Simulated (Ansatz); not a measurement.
## Ge in Ansatz: convergence with basis error

Input of the first run (basis error 0.03 eV/atom); the others differ in this setting and in those tied to it:

File input.yaml:

```yaml
crystal:
  lattice:
    - [0.0, 2.82891, 2.82891]
    - [2.82891, 0.0, 2.82891]
    - [2.82891, 2.82891, 0.0]
  atoms:
    - { symbol: Ge, position: [0.747572, 0.75281, 0.747846] }
    - { symbol: Ge, position: [0.495611, 0.502959, 0.502233] }
kpoints:
  mp_grid: { grid: [5, 5, 5] }
scf:
  occupations: { method: fermi_dirac, width: 0.05 }
hamiltonian:
  xc: lda
  pseudopotentials: { kind: all_electron, lapw: { basis_error: 0.03 } }
output:
  forces: true
  stress: true
  eigenvalues: true
```

Potentials or basis: all-electron LAPW, scalar-relativistic.

Command:

```sh
$ ansatz run input.yaml --threads 1 --pin off --max-ram 3072MiB --backend cpu --events-out ev --progress --plain --runs-dir out
```

The cell isn't the ideal one: atoms moved at random, drawn with an rms of 0.02 Å.

Hardware: 1 thread of Intel(R) Xeon(R) Platinum 8488C (Sapphire Rapids), on a shared host.

```tsv
basis error	energy less the tightest run, at zero smearing (meV/atom)	pressure (GPa)	SCF cycles	CPU time (s)	peak memory (GiB)
0.03 eV/atom	10.45	-0.80	8	8.2	0.3
0.01 eV/atom	3.38	-0.88	8	8.9	0.33
0.003 eV/atom	0.96	-0.91	8	13	0.37
0.001 eV/atom	0.30	-0.92	8	15	0.41
0.0003 eV/atom	0.06	-0.92	8	17	0.46
0.0001 eV/atom	0.00	-0.92	8	22	0.49
```

Against the tightest run, the energy stays within 1 meV/atom from 0.003 eV/atom on; the pressure stays within 0.1 GPa from 0.01 eV/atom on. The tightest run that finished is the yardstick and may itself not be fully converged.

Caveat, for the tightest run too: an odd mesh through Γ misses points on the zone boundary, where band edges often lie.
